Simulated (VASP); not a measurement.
# MgO (P6_3mc) in VASP: Born charges and dielectric tensor with LDA

Aim: the Born charges and dielectric tensor of MgO with LDA.

Program: VASP 6.6.1. These are calculated values, not measurements. Logs are shortened: lines on timing, memory, paths and dates and some standing lists are left out, and cuts for length are marked.

### 1 Starting point

It takes space group P6_3mc (No. 186, hexagonal). Conventional cell: a = 3.336 Å, b = 3.336 Å, c = 5.180 Å, α = 90.00°, β = 90.00°, γ = 120.00°. Around Mg (site symmetry 3m) lie 4 O at 2.01 to 2.02 Å. O (site symmetry 3m) has 4 Mg at 2.01 to 2.02 Å as nearest neighbours.

Measurements of this composition are mostly on another form, of space group No. 225.

### 2 Born charges and dielectric tensor, LDA

The input, INCAR:

```
SYSTEM = MgO
PREC = Accurate
ENCUT = 600
EDIFF = 1E-8
ISMEAR = 0
SIGMA = 0.02
LREAL = .False.
LASPH = .True.
NELM = 100
ALGO = Normal
ISIF = 2
LWAVE = .False.
LCHARG = .False.
GGA = CA
LEPSILON = .True.
IBRION = 8
NSW = 1
```

The input, KPOINTS:

```
Automatic mesh
0
Gamma
  9 9 6
  0 0 0
```

The input, POSCAR:

```
MgO
1.0
    3.3364200000      0.0000000000      0.0000000000
   -1.6682100000      2.8894300000      0.0000000000
    0.0000000000      0.0000000000      5.1796900000
Mg O
2 2
Direct
    0.3333300000      0.6666700000      0.0071100000
    0.6666700000      0.3333300000      0.5071100000
    0.3333300000      0.6666700000      0.3974900000
    0.6666700000      0.3333300000      0.8974900000
```

Potentials or basis: VASP PAW LDA potentials, release 64 (Mg, O).

The run is started by

```bash
$ cat potpaw_LDA.64/Mg/POTCAR potpaw_LDA.64/O/POTCAR > POTCAR
$ mpirun -np 1 vasp_std > vasp.out
```

OUTCAR:

```text
SYSTEM = MgO
   PREC = Accurate
   ENCUT = 600
   EDIFF = 1E-8
   ISMEAR = 0
   LREAL = .False.
   LASPH = .True.
   NELM = 100
   ISIF = 2
   GGA = CA
   LEPSILON = .True.
   IBRION = 8
   NSW = 1

 ion  position               nearest neighbor table
   1  0.333  0.667  0.007-   4 2.01   4 2.01   4 2.01   3 2.02   2 3.23   2 3.23   2 3.23   2 3.23
                             2 3.23   2 3.23
   2  0.667  0.333  0.507-   3 2.01   3 2.01   3 2.01   4 2.02   1 3.23   1 3.23   1 3.23   1 3.23
                             1 3.23   1 3.23
   3  0.333  0.667  0.397-   2 2.01   2 2.01   2 2.01   1 2.02
   4  0.667  0.333  0.897-   1 2.01   1 2.01   1 2.01   2 2.02

  LATTYP: Found a hexagonal cell.
 ALAT       =     3.3364200000
 C/A-ratio  =     1.5524694133

  Lattice vectors:

 A1 = (   3.3364200000,   0.0000000000,   0.0000000000)
 A2 = (  -1.6682100000,   2.8894300000,   0.0000000000)
 A3 = (   0.0000000000,   0.0000000000,   5.1796900000)

Analysis of symmetry for initial positions (statically):
=====================================================================
 Subroutine PRICEL returns:
 Original cell was already a primitive cell.

 Routine SETGRP: Setting up the symmetry group for a
 hexagonal supercell.

 Subroutine GETGRP returns: Found  4 space group operations
 (whereof  2 operations were pure point group operations)
 out of a pool of 24 trial point group operations.

The static configuration has the point symmetry C_1h.
 The point group associated with its full space group is C_2v.

Analysis of symmetry for dynamics (positions and initial velocities):
=====================================================================
 Subroutine PRICEL returns:
 Original cell was already a primitive cell.

 Routine SETGRP: Setting up the symmetry group for a
 hexagonal supercell.

 Subroutine GETGRP returns: Found  4 space group operations
 (whereof  2 operations were pure point group operations)
 out of a pool of 24 trial point group operations.

The dynamic configuration has the point symmetry C_1h.
 The point group associated with its full space group is C_2v.

 Subroutine INISYM returns: Found  4 space group operations
 (whereof  2 operations are pure point group operations),
 and found     1 'primitive' translations

----------------------------------------------------------------------------------------

                                     Primitive cell

  volume of cell :      49.9340

  direct lattice vectors                    reciprocal lattice vectors
     3.336420000  0.000000000  0.000000000     0.299722457  0.173044511  0.000000000
    -1.668210000  2.889430000  0.000000000     0.000000000  0.346089021  0.000000000
     0.000000000  0.000000000  5.179690000     0.000000000  0.000000000  0.193061747

  length of vectors
     3.336420000  3.336424782  5.179690000     0.346089517  0.346089021  0.193061747

  position of ions in fractional coordinates (direct lattice)
     0.333330000  0.666670000  0.007110000
     0.666670000  0.333330000  0.507110000
     0.333330000  0.666670000  0.397490000
     0.666670000  0.333330000  0.897490000

  ion indices of the primitive-cell ions
   primitive index   ion index
                 1           1
                 2           2
                 3           3
                 4           4

----------------------------------------------------------------------------------------

 KPOINTS: Automatic mesh

Automatic generation of k-mesh.
 Grid dimensions read from file:
[... 516 lines left out ...]
  ---------------------------------------------------
  ---------------------------------------------------
  free energy    TOTEN  =        -0.29780909 eV

  energy without entropy =       -0.29780909

------------------------ aborting loop because EDIFF is reached ----------------------------------------

--------------------------------------- Ionic step        2  -------------------------------------------

------------------------ aborting loop because EDIFF is reached ----------------------------------------

--------------------------------------- Ionic step        3  -------------------------------------------

------------------------ aborting loop because EDIFF is reached ----------------------------------------

 PIEZOELECTRIC TENSOR FIELD DIRECTION 3  (e Angst)
 -----------------------------------------------------------------------------
     0.22838 -0.00001  0.00000           ( -0.02549 -0.00000  0.00000)
    -0.00001  0.22837  0.00000           ( -0.00000 -0.02550  0.00000)
     0.00000  0.00000 -0.24495           (  0.00000  0.00000  0.05574)

 PIEZOELECTRIC TENSOR FIELD DIRECTION 3  (C/m^2)
 -----------------------------------------------------------------------------
     0.07328 -0.00000  0.00000
    -0.00000  0.07327  0.00000
     0.00000  0.00000 -0.07859

[... ionic steps 4 to 9 ...]

--------------------------------------- Ionic step       10  -------------------------------------------

------------------------ aborting loop because EDIFF is reached ----------------------------------------

[... ionic steps 11 to 11 ...]

--------------------------------------- Ionic step       12  -------------------------------------------

 Free energy of the ion-electron system (eV)
  ---------------------------------------------------
  ---------------------------------------------------
  free energy    TOTEN  =        -0.37258757 eV

  energy without entropy =       -0.37258757

------------------------ aborting loop because EDIFF is reached ----------------------------------------

 INTERNAL STRAIN TENSOR  FOR ION    3  DIRECTION 3   (eV/Angst):
 -----------------------------------------------------------------------------
     3.01569 -0.00061 -0.00207
    -0.00061  3.01500  0.00120
     0.00538 -0.00311 -7.81582

 MACROSCOPIC STATIC DIELECTRIC TENSOR (including local field effects in DFT)
 ------------------------------------------------------
           3.000053    -0.000019     0.000000
          -0.000019     3.000043     0.000000
           0.000000    -0.000000     3.097510
 ------------------------------------------------------

 PIEZOELECTRIC TENSOR (including local field effects)  for field in x, y, z        (e  Angst)
          XX          YY          ZZ          XY          YZ          ZX
  --------------------------------------------------------------------------------
  x     0.00000     0.00000     0.00000     0.00000    -0.00000     0.28640
  y     0.00000     0.00000     0.00000     0.00000     0.28640    -0.00000
  z     0.22838     0.22837    -0.24495    -0.00001     0.00000     0.00000

 PIEZOELECTRIC TENSOR (including local field effects)  for field in x, y, z        (C/m^2)
          XX          YY          ZZ          XY          YZ          ZX
  --------------------------------------------------------------------------------
  x     0.00000     0.00000     0.00000     0.00000    -0.00000     0.09189
  y     0.00000     0.00000     0.00000     0.00000     0.09189    -0.00000
  z     0.07328     0.07327    -0.07859    -0.00000     0.00000     0.00000

 BORN EFFECTIVE CHARGES (including local field effects) (in |e|, cummulative output)
 ---------------------------------------------------------------------------------
 ion    1
    1     1.80860    -0.00001     0.00000
    2    -0.00001     1.80859    -0.00000
    3    -0.00001     0.00000     1.89423
 ion    2
    1     1.80860    -0.00001    -0.00000
    2    -0.00001     1.80859     0.00000
    3     0.00001    -0.00000     1.89423
 ion    3
    1    -1.80860     0.00001     0.00000
    2     0.00001    -1.80859    -0.00000
    3    -0.00001     0.00000    -1.89423
 ion    4
    1    -1.80860     0.00001    -0.00000
    2     0.00001    -1.80859     0.00000
    3     0.00001    -0.00000    -1.89423

 INTERNAL STRAIN TENSOR FOR ION    4 for displacements in x,y,z  (eV/Angst):
          X           Y           Z          XY          YZ          ZX
  --------------------------------------------------------------------------------
  x    -0.00032     0.00262     0.00047     5.79421     0.00105     2.72943
  y     5.87950    -5.88085    -0.00027    -0.15328     2.68683     0.00105
  z     3.01569     3.01500    -7.81582    -0.00061     0.00311     0.00207

 SECOND DERIVATIVES (NOT SYMMETRIZED)
 ------------------------------------
               1X          1Y          1Z          2X          2Y          2Z          3X          3Y          3Z          4X          4Y          4Z
  1X    -8.332116   -0.000926   -0.000463    0.466082    0.000012   -0.000042    0.866251    0.000042    0.000156    6.999784    0.000873    0.000348
  1Y    -0.000926   -8.333218    0.000267    0.000012    0.466097    0.000024    0.000042    0.866302   -0.000090    0.000873    7.000819   -0.000201
  1Z    -0.000495    0.000286  -10.672068   -0.000004    0.000002    4.761793   -0.000840    0.000485    2.099391    0.001339   -0.000773    3.810883
  2X     0.466082    0.000012    0.000042   -8.332116   -0.000926    0.000463    6.999784    0.000873   -0.000348    0.866251    0.000042   -0.000156
  2Y     0.000012    0.466097   -0.000024   -0.000926   -8.333218   -0.000267    0.000873    7.000819    0.000201    0.000042    0.866302    0.000090
  2Z     0.000004   -0.000002    4.761793    0.000495   -0.000286  -10.672068   -0.001339    0.000773    3.810883    0.000840   -0.000485    2.099391
  3X     0.872420    0.000340   -0.000025    7.007575    0.001279   -0.000392   -8.388993   -0.002191    0.000266    0.508998    0.000572    0.000150
  3Y     0.000340    0.872816    0.000014    0.001279    7.009079    0.000226   -0.002191   -8.391556   -0.000154    0.000572    0.509661   -0.000087
  3Z    -0.000048    0.000027    2.103373   -0.000539    0.000311    3.824921    0.000661   -0.000382  -10.186568   -0.000075    0.000043    4.258273
  4X     7.007575    0.001279    0.000392    0.872420    0.000340    0.000025    0.508998    0.000572   -0.000150   -8.388993   -0.002191   -0.000266
  4Y     0.001279    7.009079   -0.000226    0.000340    0.872816   -0.000014    0.000572    0.509661    0.000087   -0.002191   -8.391556    0.000154
  4Z     0.000539   -0.000311    3.824921    0.000048   -0.000027    2.103373    0.000075   -0.000043    4.258273   -0.000661    0.000382  -10.186568

 Eigenvectors and eigenvalues of the dynamical matrix
 ----------------------------------------------------

   1 f  =   15.064930 THz    94.655747 2PiTHz  502.511975 cm-1    62.303516 meV
             X         Y         Z           dx          dy          dz
     -0.000017  1.926296  0.036828    -0.000145    0.000084   -0.200990
      1.668227  0.963134  2.626673    -0.000145    0.000084    0.200990
     -0.000017  1.926296  2.058875     0.000177   -0.000102   -0.677940
      1.668227  0.963134  4.648720     0.000177   -0.000102    0.677940
[... 71 lines left out ...]
  12 f/i=    0.009168 THz     0.057603 2PiTHz    0.305805 cm-1     0.037915 meV
             X         Y         Z           dx          dy          dz
     -0.000017  1.926296  0.036828    -0.000060    0.000035   -0.549434
      1.668227  0.963134  2.626673     0.000060   -0.000035   -0.549434
     -0.000017  1.926296  2.058875     0.000070   -0.000040   -0.445109
      1.668227  0.963134  4.648720    -0.000070    0.000040   -0.445109

--------------------------------------------------------------------------------------------------------

 MACROSCOPIC STATIC DIELECTRIC TENSOR IONIC CONTRIBUTION
 ------------------------------------------------------
           3.011211    -0.000510    -0.000000
          -0.000510     3.010633     0.000000
          -0.000000     0.000000     4.393360
 ------------------------------------------------------

 ELASTIC MODULI CONTR FROM IONIC RELAXATION (kBar)
 Direction    XX          YY          ZZ          XY          YZ          ZX
 --------------------------------------------------------------------------------
 XX        -367.0089    170.0312    255.1977      6.8035      0.0000      0.0000
 YY         170.0312   -367.8263    256.0721     -7.5090     -0.0000     -0.0000
 ZZ         255.1977    256.0721   -662.1449      0.7564      0.0000     -0.0000
 XY           6.8035     -7.5090      0.7564   -261.1697      0.0000     -0.0000
 YZ           0.0000     -0.0000      0.0000      0.0000    -56.2364     -0.0319
 ZX           0.0000     -0.0000     -0.0000      0.0000     -0.0319    -59.1933
 --------------------------------------------------------------------------------

 PIEZOELECTRIC TENSOR IONIC CONTR  for field in x, y, z        (C/m^2)
          XX          YY          ZZ          XY          YZ          ZX
  --------------------------------------------------------------------------------
  x     0.00000    -0.00000    -0.00000     0.00000    -0.00008    -0.39726
  y     0.00000    -0.00000     0.00000     0.00000    -0.38717    -0.00008
  z    -0.61852    -0.62069     1.60490    -0.00187    -0.00000     0.00000
```

Run time: 11 min. Hardware: 1 thread of Intel Xeon 6975P-C (Granite Rapids), shared host; peak memory 0.58 GiB.

Results:

- Band gap on the k mesh: 3.18 eV, direct
- Electronic dielectric tensor (diagonal): 3.00, 3.00, 3.10
- Born charges (mean of the diagonal): Mg +1.84; O -1.84 e
- Highest phonon frequency at Γ, LO-TO splitting left out: 503 cm⁻¹

Phonon frequencies in cm⁻¹ (negative: imaginary):
| q point | frequencies |
| --- | --- |
| (0.000, 0.000, 0.000) | 0 0 0 190 190 407 409 462 462 471 471 503 |

Electronic dielectric tensor:
```
3.00 0.00 0.00
0.00 3.00 0.00
0.00 0.00 3.10
```

Born effective charge tensors (e):
atom 1, Mg
```
1.81 0.00 0.00
0.00 1.81 0.00
0.00 0.00 1.89
```
atom 2, Mg
```
1.81 0.00 0.00
0.00 1.81 0.00
0.00 0.00 1.89
```
atom 3, O
```
-1.81  0.00  0.00
 0.00 -1.81  0.00
 0.00  0.00 -1.89
```
atom 4, O
```
-1.81  0.00  0.00
 0.00 -1.81  0.00
 0.00  0.00 -1.89
```

Caveat: an odd mesh through Γ misses points on the zone boundary, where band edges often lie. LDA gaps usually lie below the measured ones, often by a third to a half.
